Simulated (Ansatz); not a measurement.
Output of an Ansatz run (abridged):

```
WARN ansatz: RAYON_NUM_THREADS=1 ignored (pool sized by the plan → 1); use --threads N
Pseudopotentials: kind: paw
Pseudopotential: Sr, paw, valence charge 10
Pseudopotential: F, paw, valence charge 7
Crystal: 3 atoms, lattice volume = 48.050 Å³
Basis set: ecut = 420.4159175005146 eV, 941 PW (Γ), exchange–correlation on 60×60×60 points (8 copies of the dense FFT grid, shifted against one another)
Bands: 16, of which v1, the nominal top of the filled ones, is band 12 counted from 1 (11 counted from 0)
Symmetry: 8 space group operations
Space group: I4mm (ITA 107), of the structure as read, at distance tolerance 3.6e-5 Å
k-points: 40 of 343 (time reversal used)
Initial density: superposition of atomic densities (neutral atoms: chi_scale 0, normalization atom), corrected by the library's trained network
Initial wavefunctions: pseudopotential atomic-orbital guess
Eigensolver: davidson
Functional: x = pbe(κ = 0.804, μ = 0.2195149727645171), c = pbe(β = 0.06672455060314922)
SCF iter   1: F=—  HF=-5167.173875 eV  |F-HF|=—  |Δ(HF+E_count)|=         —  Δρ=4.54e-4  dr2=6.17e-5  ethr=1.77e-3  ⟨swp⟩=9.4  Hψ=4273  notcnv=0
all-band conjugate gradients solve this SCF's bands
preconditioner: auto → none
SCF iter   2: F=—  HF=-5167.175970 eV  |F-HF|=—  |Δ(HF+E_count)|=   2.10e-3  Δρ=5.64e-4  dr2=1.06e-4  ethr=2.57e-7  ⟨swp⟩=4.2  Hψ=2224  notcnv=0
SCF iter   3: F=—  HF=-5167.175978 eV  |F-HF|=—  |Δ(HF+E_count)|=   8.04e-6  Δρ=2.10e-4  dr2=1.39e-5  ethr=2.57e-7  ⟨swp⟩=2.0  Hψ=880  notcnv=0
SCF iter   4: F=—  HF=-5167.176028 eV  |F-HF|=—  |Δ(HF+E_count)|=   5.02e-5  Δρ=4.51e-5  dr2=9.76e-7  ethr=5.80e-8  ⟨swp⟩=2.0  Hψ=1049  notcnv=0
SCF iter   5: F=—  HF=-5167.176030 eV  |F-HF|=—  |Δ(HF+E_count)|=   1.32e-6  Δρ=4.44e-5  dr2=1.01e-6  ethr=4.07e-9  ⟨swp⟩=2.1  Hψ=1041  notcnv=0
SCF iter   6: F=—  HF=-5167.176030 eV  |F-HF|=—  |Δ(HF+E_count)|=   2.84e-7  Δρ=1.88e-5  dr2=1.91e-7  ethr=4.07e-9  ⟨swp⟩=2.4  Hψ=838  notcnv=0
SCF iter   7: F=-5167.176029 eV  HF=-5167.176029 eV  |F-HF|=3.61e-9  |Δ(HF+E_count)|=   6.73e-8  Δρ=2.92e-6  dr2=4.22e-9  ethr=4.17e-10  ⟨swp⟩=5.9  Hψ=3015  notcnv=0
SCF 1 converged in 7 iterations: F = -5167.176029 eV  dr2 = 4.22e-9
SCF converged after 7 iterations
Free energy (F): -5167.176029 eV
Harris-Foulkes:  -5167.176029 eV  (|F-HF|=3.61e-9)
Internal energy: -5167.176029 eV  (E = F + TS)
E sigma→0 (E₀):  -5167.176029 eV
Fermi energy:    6.776331 eV
--- Per-component energies (eV) ---
  E_band       = -140.738943
  E_kinetic    = 661.911554
  E_local      = -1793.558373  (includes V_loc(G=0)·N_el)
  E_nonlocal   = 349.179500
  E_hartree    = 592.275971
  E_xc         = -335.424036
  E_vxc        = -369.809998  (∫ρ·V_xc dr)
  E_paw        = -3095.851530  (= ΣΔE_a)
  E_vpaw       = -173.016161  (= ΣTr[D̂ρ^β])
  E_aug_tail   = 0.004199  (compensation charges beyond the density's cutoff)
  E_ewald      = -1545.713314
  E_smearing   = -0.000000  (= −TS)
  E_closure    = -0.000000  (closes the sum)
  Σ components = -5167.176029   (vs F -5167.176029, Δ=0.00e0)
--- Forces (eV/Å), atoms counted from 1 ---
  atom   1  Sr    -0.00000000     0.00000000    -0.23373693
  atom   2  F     -0.00000000    -0.00000000     0.11687269
  atom   3  F      0.00000000     0.00000000     0.11687269
  max |Σ_I F_I| component: 8.45e-6 eV/Å
--- Stress (GPa, compression-positive) ---
        3.285025       0.000000       0.000000
        0.000000       3.285025      -0.000000
        0.000000       0.000000       3.230275
  P = ⅓ Tr σ = 3.2668 GPa (32.668 kbar)
  The stress holds the Pulay correction. Without it, at fixed plane waves, as pw.x and ABINIT print it: P = 2.7876 GPa
--- Band table (eV; the first three rows and the last of 40) ---
  k-point 0: bands = ["-26.7637", "-16.1548", "-15.7444", "-8.6699", "-8.6699", "-8.6672", "1.5127", "1.5149", "1.5149", "3.1397", "3.1429", "3.1429", "10.2730", "13.4281", "13.4420", "15.9425"]
  k-point 1: bands = ["-26.7517", "-16.1777", "-15.7775", "-8.6882", "-8.6866", "-8.6477", "1.5954", "1.6038", "1.7101", "2.9513", "3.0816", "3.0827", "10.7687", "13.4383", "13.4497", "15.7104"]
  k-point 2: bands = ["-26.7247", "-16.2097", "-15.8736", "-8.7235", "-8.7228", "-8.6019", "1.8055", "1.8116", "2.1293", "2.5964", "2.9446", "2.9454", "11.8658", "13.4811", "13.4866", "15.1747"]
  k-point 39: bands = ["-26.6788", "-16.2940", "-15.9904", "-8.8729", "-8.8476", "-8.3790", "1.2817", "2.2599", "2.3414", "2.8813", "2.9833", "3.2190", "11.5850", "13.6554", "14.6573", "15.3085"]
```

The structure:

```xyz
3
Lattice="0.0000 2.8855 2.8855 2.8855 0.0000 2.8855 2.8855 2.8855 0.0000" Properties=species:S:1:pos:R:3 pbc="T T T"
Sr     0.0000     0.0000     0.0500
F      1.4427     1.4427     1.4427
F      4.3282     4.3282     4.3282
```

### Question
What input produced this log?

### Answer
Other spellings and defaults could give the same log, and not every line can be read from it. The input that was run (DFT, PBE, plane waves, default PAW files):

Ansatz 0.2 input:
```yaml
crystal:
  lattice:
    - [0.000000, 2.885500, 2.885500]
    - [2.885500, 0.000000, 2.885500]
    - [2.885500, 2.885500, 0.000000]
  atoms:
    - { symbol: Sr, position: [0.008664, 0.008664, -0.008664] }
    - { symbol: F, position: [0.250000, 0.250000, 0.250000] }
    - { symbol: F, position: [0.750000, 0.750000, 0.750000] }
basis:
  ecutwfc: 30.9 Ry
kpoints:
  mp_grid: { grid: [7, 7, 7] }
hamiltonian:
  xc: pbe
  pseudopotentials: { kind: paw }
scf:
  occupations: { method: fermi_dirac, width: 0.0015 Ry }
output:
  forces: true
  eigenvalues: true
  stress: true
```

The starting cell has typed, rounded lattice constants, without a prior relaxation at this level. Its lattice was rescaled by up to half a per cent. One atom was moved a little off its site on purpose. With a pressure of about 3 GPa the cell is away from its equilibrium volume at this level. Ansatz's pressure includes its estimate of the finite-basis (Pulay) stress.

Ansatz is a first-principles code.
